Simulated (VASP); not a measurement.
NiO: band structure with rSCAN

NiO:

```
CELL_PARAMETERS angstrom
0.00000 2.08590 2.08590
2.08590 0.00000 2.08590
2.08590 2.08590 0.00000
ATOMIC_POSITIONS crystal
Ni 0.00000 0.00000 0.00000
O 0.50000 0.50000 0.50000
```

```yaml
Program: VASP 6.6.1
Task: band structure
Functional: rSCAN
Potentials_or_basis: VASP PAW PBE potentials, release 64 (Ni, O)
Cutoff: 520 eV
k_mesh: 11 × 11 × 11
Occupations: fermi-dirac, width 0.05 eV
Spin: collinear spin, ferromagnetic start
Starting_moments: "[1.0, 0.0] μB"
Further_INCAR_settings: ALGO = Normal; EDIFF = 1e-06
```

| Property | Result |
| --- | --- |
| Pressure | 1.6 GPa |
| Band gap on the k mesh | 0.66 eV, indirect (least direct gap 1.62 eV) |
| Band gap along the path | 0.62 eV, indirect (least direct gap 1.55 eV) |
| Net moment | 2.00 μB per cell |
| Site moments | Ni +1.69; O +0.28 μB |
| Valence electrons inside the program's atomic spheres | Ni 8.94; O 5.05 |

Levels at the corners of the path, in eV from the valence-band top:
Spin up:
```csv
point,band 5,band 6,band 7,band 8,band 9,band 10,band 11,band 12,band 13
Γ,-3.10,-3.10,-2.83,-2.83,-2.83,2.22,18.88,19.71,19.71
X,-3.88,-3.68,-3.11,-2.18,-2.18,6.83,11.67,12.81,17.80
X,-3.88,-3.68,-3.11,-2.18,-2.18,6.83,11.67,12.81,17.80
W,-3.25,-2.29,-2.29,-2.18,-1.75,9.27,11.61,11.61,14.36
W,-3.25,-2.29,-2.29,-2.18,-1.75,9.27,11.61,11.61,14.36
K,-3.22,-2.37,-2.29,-2.00,-1.61,8.54,11.14,11.54,16.91
K,-3.22,-2.37,-2.29,-2.00,-1.61,8.54,11.14,11.54,16.91
Γ,-3.10,-3.10,-2.83,-2.83,-2.83,2.22,18.88,19.71,19.71
Γ,-3.10,-3.10,-2.83,-2.83,-2.83,2.22,18.88,19.71,19.71
L,-2.51,-2.51,-1.83,0.00,0.00,6.39,10.96,14.91,14.91
L,-2.51,-2.51,-1.83,0.00,0.00,6.39,10.96,14.91,14.91
U,-3.22,-2.37,-2.29,-2.00,-1.60,8.54,11.14,11.54,16.91
U,-3.22,-2.37,-2.29,-2.00,-1.60,8.54,11.14,11.54,16.91
W,-3.25,-2.29,-2.29,-2.18,-1.75,9.27,11.61,11.61,14.36
W,-3.25,-2.29,-2.29,-2.18,-1.75,9.27,11.61,11.61,14.36
L,-2.51,-2.51,-1.83,0.00,0.00,6.39,10.96,14.91,14.91
L,-2.51,-2.51,-1.83,0.00,0.00,6.39,10.96,14.91,14.91
K,-3.22,-2.37,-2.29,-2.00,-1.61,8.54,11.14,11.54,16.91
U,-3.22,-2.37,-2.29,-2.00,-1.60,8.54,11.14,11.54,16.91
X,-3.88,-3.68,-3.11,-2.18,-2.18,6.83,11.67,12.81,17.80
```
Spin down:
```
point  band 5  band 6  band 7  band 8  band 9  band 10
    Γ   -2.13   -2.13   -2.13    0.62    0.63     2.77
    X   -3.10   -1.21   -1.20    1.09    1.65     7.46
    X   -3.10   -1.21   -1.20    1.09    1.65     7.46
    W   -1.38   -1.38   -1.21    1.52    2.21    10.07
    W   -1.38   -1.38   -1.21    1.52    2.21    10.07
    K   -1.87   -1.33   -1.05    1.76    2.22     9.17
    K   -1.87   -1.33   -1.05    1.76    2.22     9.17
    Γ   -2.13   -2.13   -2.13    0.62    0.63     2.77
    Γ   -2.13   -2.13   -2.13    0.62    0.63     2.77
    L   -1.27   -1.27   -0.88    3.43    3.43     6.67
    L   -1.27   -1.27   -0.88    3.43    3.43     6.67
    U   -1.88   -1.33   -1.04    1.75    2.22     9.17
    U   -1.88   -1.33   -1.04    1.75    2.22     9.17
    W   -1.38   -1.38   -1.21    1.52    2.21    10.07
    W   -1.38   -1.38   -1.21    1.52    2.21    10.07
    L   -1.27   -1.27   -0.88    3.43    3.43     6.67
    L   -1.27   -1.27   -0.88    3.43    3.43     6.67
    K   -1.87   -1.33   -1.05    1.76    2.22     9.17
    U   -1.88   -1.33   -1.04    1.75    2.22     9.17
    X   -3.10   -1.21   -1.20    1.09    1.65     7.46
```

It took 2.7 min on 1 thread of Intel(R) Xeon(R) Platinum 8488C (Sapphire Rapids) (shared host), peak memory 0.18 GiB.

Caveat: the PAW data sets were made with another functional, which shifts forces and pressure a little; a cell with one magnetic atom can't hold antiferromagnetic order, which such compounds often take.
